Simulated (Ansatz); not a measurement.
Al$_{2}$Ru: stationary points along a deformation path

Computed with DFT r2SCAN, scalar-relativistic, plane waves, PAW (Ansatz). The runs took a 500 eV cutoff, a Γ-centred 24×24×24 mesh and Gaussian smearing (0.15 eV). No spin polarisation. Energies are free energies at this smearing, counted from the undisturbed cell; pressure is positive in compression.

The undisturbed cell (relaxed at this level; it needn't be the usual structure):

```
Al Ru
1.0
    -1.56091    1.56091    4.22249
     1.56091   -1.56091    4.22249
     1.56091    1.56091   -4.22249
Al Ru
2 1
Cartesian
  0.0000 0.0000 5.5660
  0.0000 0.0000 2.8789
  0.0000 0.0000 0.0000
```

At fixed volume and fractional coordinates, lengths along (0.000, 0.000, 1.000) are scaled against those across it; ρ is that ratio over its starting value. V = 13.717 Å³/atom. Δσ is the stress along the axis less the mean stress across it (compression positive).

```csv
ρ,ΔE (meV/atom),Δσ (GPa),space group
0.850,191.2,40.78,I4/mmm
0.920,49.6,21.39,I4/mmm
0.960,11.5,10.06,I4/mmm
1.000,0.0,-0.05,I4/mmm
1.100,55.3,-19.24,I4/mmm
1.200,183.1,-31.34,I4/mmm
```

How does the stress give the slope of the energy, and where is the energy stationary?

Along the path d ln(length) is 2/3 d ln ρ on the axis and −1/3 d ln ρ across it, so dE/d ln ρ = −(2/3) V Δσ: the energy falls with ρ where Δσ is positive. Δσ vanishes or changes sign between ρ = 0.960 and 1.000, a minimum (near 1.00 by linear interpolation). Pairs of stationary points between two samples would go unseen, and could change a minimum read from distant neighbours into a maximum.

Integrate that slope from ρ = 1 to 0.850 by the trapezoid rule.

With V/N in Å³ and 1 eV/Å³ = 160.2 GPa the slopes at ρ = 1.000, 0.960, 0.920, 0.850 are 3, -574, -1221, -2328 meV/atom per unit of ln ρ. The steps add 11.7 + 38.2 + 140.4 = 190.3 meV/atom, against 191.2 from the energies; the trapezoid rule misses the curvature of the slope within each step.

Forces appear on the atoms along this scan, and letting them relax would lower the energy and soften the response. The gap closes along the scan, which can put kinks into the curve.

Cost: 6 runs of about 4.5 core-minutes in all, on Intel Xeon 6975P-C (Granite Rapids) (shared hosts).